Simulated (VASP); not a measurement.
# BaZrO3: how numerical settings change the zone-centre modes, part 2 of 3

How far do the zone-centre frequencies of BaZrO3 depend on the numerical settings? The starting structure is a measured crystal structure from the Crystallography Open Database.

VASP 6.6.1.

**2. Reference modes (continued)**

Level of this step: LDA; plane waves and PAW (Ba_sv, Zr_sv, O) (VASP).

Parts of OUTCAR (step 2):

```text
ion  position               nearest neighbor table
   1  0.000  0.000  0.000-   3 2.94   4 2.94   5 2.94   4 2.94   5 2.94   3 2.94   5 2.94   5 2.94
                             3 2.94   4 2.94   4 2.94   3 2.94   2 3.60   2 3.60   2 3.60   2 3.60
   2  0.500  0.500  0.500-   3 2.08   4 2.08   5 2.08   3 2.08   4 2.08   5 2.08   1 3.60   1 3.60
                             1 3.60   1 3.60   1 3.60   1 3.60   1 3.60   1 3.60
   3  0.500  0.500  0.000-   2 2.08   2 2.08   1 2.94   1 2.94   1 2.94   1 2.94
   4  0.500  0.000  0.500-   2 2.08   2 2.08   1 2.94   1 2.94   1 2.94   1 2.94
   5  0.000  0.500  0.500-   2 2.08   2 2.08   1 2.94   1 2.94   1 2.94   1 2.94

  LATTYP: Found a simple cubic cell.
 ALAT       =     4.1592118745

 Subroutine GETGRP returns: Found 48 space group operations
 (whereof 48 operations were pure point group operations)

The static configuration has the point symmetry O_h .

 Found     20 irreducible k-points:

   k-points           NKPTS =     20   k-points in BZ     NKDIM =     20   number of bands    NBANDS=     26

   dimension x,y,z NGX =    32 NGY =   32 NGZ =   32
   dimension x,y,z NGXF=    64 NGYF=   64 NGZF=   64

   ENCUT  =  520.0 eV  38.22 Ry    6.18 a.u.   7.73  7.73  7.73*2*pi/ulx,y,z

   NELECT =      40.0000    total number of electrons

 k-points in reciprocal lattice and weights: Automatic mesh
   0.00000000  0.00000000  0.00000000       0.005
   0.16666667  0.00000000  0.00000000       0.028
   0.33333333  0.00000000  0.00000000       0.028
   0.50000000  0.00000000  0.00000000       0.014
   0.16666667  0.16666667  0.00000000       0.056
   0.33333333  0.16666667  0.00000000       0.111
   0.50000000  0.16666667  0.00000000       0.056
   0.33333333  0.33333333  0.00000000       0.056
   0.50000000  0.33333333  0.00000000       0.056
[...]
0.50000000  0.50000000  0.33333333       0.028
   0.50000000  0.50000000  0.50000000       0.005

 average (electrostatic) potential at core
       1 -32.6708       2 -77.6722       3 -70.3492       4 -70.3492       5 -70.3492

  Total        0.0016853      0.0016853      0.0016853      0.0000000      0.0000000     -0.0000000
  in kB        0.0375287      0.0375287      0.0375287      0.0000000      0.0000000     -0.0000000
  external PRESSURE =       0.0375287 kB  Pullay stress =       0.0000000 kB

  energy-cutoff  :      520.00
  volume of cell :       71.95
      direct lattice vectors                 reciprocal lattice vectors
     4.159211875  0.000000000  0.000000000     0.240430166  0.000000000  0.000000000
     0.000000000  4.159211875  0.000000000     0.000000000  0.240430166  0.000000000
     0.000000000  0.000000000  4.159211875     0.000000000  0.000000000  0.240430166

 POSITION                                       TOTAL-FORCE (eV/Angst)
 -----------------------------------------------------------------------------------
      0.00000      0.00000      0.00000         0.000000      0.000000      0.000000
      2.07961      2.07961      2.07961         0.000000      0.000000      0.000000
      2.07961      2.07961      0.00000         0.000000      0.000000      0.000000
      2.07961      0.00000      2.07961         0.000000      0.000000      0.000000
      0.00000      2.07961      2.07961         0.000000      0.000000      0.000000
 -----------------------------------------------------------------------------------
    total drift:                                0.000000     -0.000000     -0.000000

 MACROSCOPIC STATIC DIELECTRIC TENSOR (including local field effects in DFT)
 ------------------------------------------------------
           4.937409    -0.000000    -0.000000
           0.000000     4.937409     0.000000
          -0.000000     0.000000     4.937409
 ------------------------------------------------------

 PIEZOELECTRIC TENSOR (including local field effects)  for field in x, y, z        (C/m^2)
          XX          YY          ZZ          XY          YZ          ZX
  --------------------------------------------------------------------------------
  x     0.00000     0.00000     0.00000     0.00000     0.00000     0.00000
  y     0.00000     0.00000     0.00000     0.00000     0.00000     0.00000
  z     0.00000     0.00000     0.00000     0.00000     0.00000     0.00000

 BORN EFFECTIVE CHARGES (including local field effects) (in |e|, cummulative output)
 ---------------------------------------------------------------------------------
 ion    1
    1     2.73362    -0.00000    -0.00000
    2     0.00000     2.73362     0.00000
    3    -0.00000     0.00000     2.73362
 ion    2
    1     6.11773     0.00000     0.00000
    2    -0.00000     6.11773    -0.00000
    3    -0.00000    -0.00000     6.11773
 ion    3
    1    -2.02174     0.00000     0.00000
    2     0.00000    -2.02174     0.00000
    3     0.00000    -0.00000    -4.80787
 ion    4
    1    -2.02174    -0.00000    -0.00000
    2    -0.00000    -4.80787    -0.00000
    3     0.00000     0.00000    -2.02174
 ion    5
    1    -4.80787     0.00000    -0.00000
    2    -0.00000    -2.02174     0.00000
    3    -0.00000     0.00000    -2.02174

 Eigenvectors and eigenvalues of the dynamical matrix
 ----------------------------------------------------

   1 f  =   15.672396 THz    98.472566 2PiTHz  522.774849 cm-1    64.815791 meV
             X         Y         Z           dx          dy          dz
      0.000000  0.000000  0.000000     0.023391   -0.005294   -0.000000
      2.079606  2.079606  2.079606     0.154606   -0.034988   -0.000000
      2.079606  2.079606  0.000000     0.233319   -0.052801    0.000000
      2.079606  0.000000  2.079606     0.233319    0.204672    0.000000
      0.000000  2.079606  2.079606    -0.904409   -0.052801   -0.000000

   2 f  =   15.672396 THz    98.472566 2PiTHz  522.774849 cm-1    64.815791 meV
             X         Y         Z           dx          dy          dz
      0.000000  0.000000  0.000000    -0.000000    0.000000   -0.023983
      2.079606  2.079606  2.079606    -0.000000    0.000000   -0.158515
      2.079606  2.079606  0.000000    -0.000000    0.000000    0.927279
      2.079606  0.000000  2.079606    -0.000000   -0.000000   -0.239219
      0.000000  2.079606  2.079606     0.000000    0.000000   -0.239219

   3 f  =   15.672396 THz    98.472566 2PiTHz  522.774849 cm-1    64.815791 meV
             X         Y         Z           dx          dy          dz
      0.000000  0.000000  0.000000    -0.005294   -0.023391    0.000000
      2.079606  2.079606  2.079606    -0.034988   -0.154606   -0.000000
      2.079606  2.079606  0.000000    -0.052801   -0.233319   -0.000000
      2.079606  0.000000  2.079606    -0.052801    0.904409   -0.000000
      0.000000  2.079606  2.079606     0.204672   -0.233319    0.000000

   4 f  =    5.874881 THz    36.912966 2PiTHz  195.964937 cm-1    24.296545 meV
             X         Y         Z           dx          dy          dz
      0.000000  0.000000  0.000000     0.076163   -0.019879   -0.254836
      2.079606  2.079606  2.079606    -0.210109    0.054841    0.703016
      2.079606  2.079606  0.000000     0.123890   -0.032337   -0.100293
      2.079606  0.000000  2.079606     0.123890   -0.007824   -0.414530
      0.000000  2.079606  2.079606     0.029975   -0.032337   -0.414530

   5 f  =    5.874881 THz    36.912966 2PiTHz  195.964937 cm-1    24.296545 meV
             X         Y         Z           dx          dy          dz
      0.000000  0.000000  0.000000    -0.251266    0.042994   -0.078449
      2.079606  2.079606  2.079606     0.693167   -0.118606    0.216418
      2.079606  2.079606  0.000000    -0.408723    0.069936   -0.030875
      2.079606  0.000000  2.079606    -0.408723    0.016921   -0.127610
      0.000000  2.079606  2.079606    -0.098888    0.069936   -0.127610

   6 f  =    5.874881 THz    36.912966 2PiTHz  195.964937 cm-1    24.296545 meV
             X         Y         Z           dx          dy          dz
      0.000000  0.000000  0.000000    -0.046926   -0.262476    0.006451
      2.079606  2.079606  2.079606     0.129454    0.724092   -0.017796
      2.079606  2.079606  0.000000    -0.076332   -0.426958    0.002539
      2.079606  0.000000  2.079606    -0.076332   -0.103300    0.010493
      0.000000  2.079606  2.079606    -0.018468   -0.426958    0.010493

   7 f  =    5.324955 THz    33.457677 2PiTHz  177.621367 cm-1    22.022233 meV
             X         Y         Z           dx          dy          dz
      0.000000  0.000000  0.000000     0.000000   -0.000000    0.000000
      2.079606  2.079606  2.079606    -0.000000    0.000000   -0.000000
      2.079606  2.079606  0.000000    -0.004696   -0.063972   -0.000000
      2.079606  0.000000  2.079606     0.004696    0.000000    0.704191
      0.000000  2.079606  2.079606     0.000000    0.063972   -0.704191

   8 f  =    5.324955 THz    33.457677 2PiTHz  177.621367 cm-1    22.022233 meV
             X         Y         Z           dx          dy          dz
      0.000000  0.000000  0.000000     0.000000   -0.000000    0.000000
      2.079606  2.079606  2.079606     0.000000    0.000000   -0.000000
      2.079606  2.079606  0.000000     0.140693    0.690042   -0.000000
      2.079606  0.000000  2.079606    -0.140693    0.000000    0.063625
      0.000000  2.079606  2.079606    -0.000000   -0.690042   -0.063625

   9 f  =    5.324955 THz    33.457677 2PiTHz  177.621367 cm-1    22.022233 meV
             X         Y         Z           dx          dy          dz
      0.000000  0.000000  0.000000     0.000000    0.000000   -0.000000
      2.079606  2.079606  2.079606    -0.000000    0.000000   -0.000000
      2.079606  2.079606  0.000000    -0.692953    0.140535   -0.000000
      2.079606  0.000000  2.079606     0.692953    0.000000    0.008146
      0.000000  2.079606  2.079606    -0.000000   -0.140535   -0.008146

  10 f  =    3.152826 THz    19.809790 2PiTHz  105.166957 cm-1    13.039035 meV
             X         Y         Z           dx          dy          dz
      0.000000  0.000000  0.000000     0.065540   -0.226519   -0.614908
      2.079606  2.079606  2.079606    -0.031985    0.110546    0.300087
      2.079606  2.079606  0.000000    -0.044061    0.152284    0.248687
      2.079606  0.000000  2.079606    -0.044061    0.091611    0.413390
      0.000000  2.079606  2.079606    -0.026506    0.152284    0.413390

  11 f  =    3.152826 THz    19.809790 2PiTHz  105.166957 cm-1    13.039035 meV
             X         Y         Z           dx          dy          dz
      0.000000  0.000000  0.000000    -0.574417   -0.317279    0.055654
      2.079606  2.079606  2.079606     0.280326    0.154838   -0.027160
      2.079606  2.079606  0.000000     0.386169    0.213300   -0.022508
      2.079606  0.000000  2.079606     0.386169    0.128317   -0.037415
      0.000000  2.079606  2.079606     0.232312    0.213300   -0.037415

  12 f  =    3.152826 THz    19.809790 2PiTHz  105.166957 cm-1    13.039035 meV
             X         Y         Z           dx          dy          dz
      0.000000  0.000000  0.000000    -0.315385    0.530793   -0.229149
      2.079606  2.079606  2.079606     0.153914   -0.259037    0.111829
      2.079606  2.079606  0.000000     0.212027   -0.356841    0.092675
      2.079606  0.000000  2.079606     0.212027   -0.214669    0.154052
      0.000000  2.079606  2.079606     0.127551   -0.356841    0.154052

  13 f/i=    0.008676 THz     0.054513 2PiTHz    0.289400 cm-1     0.035881 meV
             X         Y         Z           dx          dy          dz
      0.000000  0.000000  0.000000    -0.356348   -0.394038    0.460781
      2.079606  2.079606  2.079606    -0.291169   -0.321964    0.376500
      2.079606  2.079606  0.000000    -0.122580   -0.135545    0.158060
      2.079606  0.000000  2.079606    -0.122580   -0.135166    0.158504
      0.000000  2.079606  2.079606    -0.122237   -0.135545    0.158504

  14 f/i=    0.008676 THz     0.054513 2PiTHz    0.289400 cm-1     0.035881 meV
             X         Y         Z           dx          dy          dz
      0.000000  0.000000  0.000000    -0.311971   -0.339120   -0.531263
      2.079606  2.079606  2.079606    -0.254908   -0.277092   -0.434090
      2.079606  2.079606  0.000000    -0.107315   -0.116654   -0.182238
      2.079606  0.000000  2.079606    -0.107315   -0.116327   -0.182749
      0.000000  2.079606  2.079606    -0.107014   -0.116654   -0.182749

  15 f/i=    0.008676 THz     0.054513 2PiTHz    0.289400 cm-1     0.035881 meV
             X         Y         Z           dx          dy          dz
      0.000000  0.000000  0.000000     0.519865   -0.473604   -0.002962
      2.079606  2.079606  2.079606     0.424777   -0.386977   -0.002420
      2.079606  2.079606  0.000000     0.178828   -0.162915   -0.001016
      2.079606  0.000000  2.079606     0.178828   -0.162459   -0.001019
      0.000000  2.079606  2.079606     0.178328   -0.162915   -0.001019

 MACROSCOPIC STATIC DIELECTRIC TENSOR IONIC CONTRIBUTION
 ------------------------------------------------------
          50.701310     0.000000    -0.000000
           0.000000    50.701310     0.000000
          -0.000000     0.000000    50.701310
 ------------------------------------------------------

 ELASTIC MODULI CONTR FROM IONIC RELAXATION (kBar)
 Direction    XX          YY          ZZ          XY          YZ          ZX
 --------------------------------------------------------------------------------
 XX           0.0000      0.0000      0.0000      0.0000      0.0000      0.0000
 YY           0.0000      0.0000      0.0000      0.0000      0.0000      0.0000
 ZZ           0.0000      0.0000      0.0000      0.0000      0.0000      0.0000
 XY           0.0000      0.0000      0.0000      0.0000      0.0000      0.0000
 YZ           0.0000      0.0000      0.0000      0.0000      0.0000      0.0000
 ZX           0.0000      0.0000      0.0000      0.0000      0.0000      0.0000
 --------------------------------------------------------------------------------

 PIEZOELECTRIC TENSOR IONIC CONTR  for field in x, y, z        (C/m^2)
          XX          YY          ZZ          XY          YZ          ZX
  --------------------------------------------------------------------------------
  x     0.00000     0.00000     0.00000     0.00000     0.00000     0.00000
  y     0.00000     0.00000     0.00000     0.00000     0.00000     0.00000
  z     0.00000     0.00000     0.00000     0.00000     0.00000     0.00000
```

Energies printed during the response cycles are not total energies of the cell.

Reference: the zone-centre modes are T1u (3) 522.8, T1u (2) 196.0, T2u 177.6, T1u (1) 105.2 cm⁻¹.

**3. Modes with a 3×3×3 mesh**

Against step 2 the input has a 3×3×3 mesh (also changed: KPAR).

Input file INCAR:

```
SYSTEM = BaZrO3
PREC = Accurate
ENCUT = 520
EDIFF = 1E-08
NELM = 100
ISMEAR = 0
SIGMA = 0.03
LREAL = .FALSE.
ALGO = Normal
GGA = CA
NBANDS = 26
LORBIT = 11
LWAVE = .FALSE.
LCHARG = .FALSE.
KPAR = 2
IBRION = 8
LEPSILON = .TRUE.
ISIF = 2
```

Input file POSCAR:

```
BaZrO3
1.0
    4.1592118745      0.0000000000      0.0000000000
    0.0000000000      4.1592118745      0.0000000000
    0.0000000000      0.0000000000      4.1592118745
Ba Zr O
1 1 3
Direct
    0.0000000000      0.0000000000      0.0000000000
    0.5000000000      0.5000000000      0.5000000000
    0.5000000000      0.5000000000      0.0000000000
    0.5000000000      0.0000000000      0.5000000000
    0.0000000000      0.5000000000      0.5000000000
```

Input file KPOINTS:

```
Automatic mesh
0
Gamma
3 3 3
0 0 0
```

PAW data sets: Ba_sv, Zr_sv and O (LDA family, release 64).

Run with:

```
$ mpirun -np 4 vasp_std
```

The program printed:

```text
[banner, memory and clock lines left out]
running    4 mpi-ranks, on    1 nodes
[...]
LDA part: xc-table for (Slater(with rela. corr.)+CA(PZ))
 , standard interpolation
 POSCAR, INCAR and KPOINTS ok, starting setup
[...]
entering main loop
       N       E                     dE             d eps       ncg     rms          rms(c)
DAV:   1     0.316651741982E+03    0.31665E+03   -0.22291E+04   208   0.152E+03
DAV:   2    -0.323047464612E+02   -0.34896E+03   -0.33948E+03   250   0.374E+02
DAV:   3    -0.526671379454E+02   -0.20362E+02   -0.20323E+02   334   0.873E+01
DAV:   4    -0.530492379578E+02   -0.38210E+00   -0.38179E+00   296   0.101E+01
[...]
DAV:  13    -0.456674147833E+02    0.19013E-05   -0.10427E-05   268   0.243E-02    0.354E-03
DAV:  14    -0.456674147745E+02    0.87407E-08   -0.82578E-07   288   0.638E-03    0.167E-03
DAV:  15    -0.456674147742E+02    0.36698E-09   -0.29569E-08   238   0.144E-03
   1 F= -.45667415E+02 E0= -.45667415E+02  d E =-.866412E-14
[...]
RMM:  23    -0.363038587751E+00    0.18347E-08    0.92072E-08   841   0.556E-05    0.162E-06
 first order change of Fermi-energy  -0.14481E-03
 force on displaced ion       3 direction 1 :  -1.443   0.000   0.000
 Born effective charge ion    3 direction 1 :  -2.158   0.000   0.000
 Linear response progress:
  Degree of freedom:   4/  4
       N       E                     dE             d eps       ncg     rms          rms(c)
RMM:   1    -0.379864799116E+00   -0.37986E+00    0.19394E-01   634   0.281E+00
RMM:   2    -0.367838362487E+00    0.12026E-01   -0.43946E-02   576   0.604E-01    0.167E-01
RMM:   3    -0.369335853787E+00   -0.14975E-02   -0.49739E-03   553   0.255E-01    0.929E-02
RMM:   4    -0.371077601111E+00   -0.17417E-02   -0.15990E-03   584   0.156E-01    0.297E-02
[...]
RMM:  19    -0.371441745298E+00    0.18136E-06   -0.18767E-06   662   0.133E-04    0.156E-04
RMM:  20    -0.371441713359E+00    0.31938E-07   -0.12769E-06   684   0.110E-04    0.157E-04
RMM:  21    -0.371441749913E+00   -0.36554E-07   -0.81243E-07   655   0.107E-04    0.169E-04
 first order change of Fermi-energy   0.17261E-03
 force on displaced ion       3 direction 3 :  -0.000   0.000 -13.495
 Born effective charge ion    3 direction 3 :   0.000   0.000  -5.436
 Born effective charges drift removed
 Linear response finished
```

Elapsed: 2.2 min, on 4 MPI ranks of AMD EPYC 7R43, shared host; peak memory 0.6 GiB.

From OUTCAR (step 3):

```text
  Total        0.0970401      0.0970401      0.0970401      0.0000000      0.0000000     -0.0000000
  in kB        2.1608711      2.1608711      2.1608711      0.0000000      0.0000000     -0.0000000
  external PRESSURE =       2.1608711 kB  Pullay stress =       0.0000000 kB

 MACROSCOPIC STATIC DIELECTRIC TENSOR (including local field effects in DFT)
 ------------------------------------------------------
           5.374338    -0.000000    -0.000000
           0.000000     5.374338    -0.000000
          -0.000000     0.000000     5.374338
 ------------------------------------------------------

 MACROSCOPIC STATIC DIELECTRIC TENSOR IONIC CONTRIBUTION
 ------------------------------------------------------
         429.976405     0.000000     0.000000
           0.000000   429.976405    -0.000000
           0.000000    -0.000000   429.976405
 ------------------------------------------------------

[... 2 parts as in an earlier step ...]

[... 1 further part left out ...]
```

With a 3×3×3 mesh the modes are T1u (3) 517.7, T1u (2) 151.1, T2u 117.9, T1u (1) 45.3 cm⁻¹; the largest shift is -59.9 cm⁻¹, in T1u (1), from the reference.

(Continued in part 3 of 3.)

[Lines on the potential files, build, host, timing and source positions are cut from VASP's logs without a mark.]

[Logs are printed without paths, hosts, clocks, repeated set-up lines and the standing remarks that a program may print on its own settings, such as how far it seeks lower states.]

[Hosts, paths, dates, database ids (printed as entryN), source tags and the programs' standing remarks are cut or masked in the printed files.]
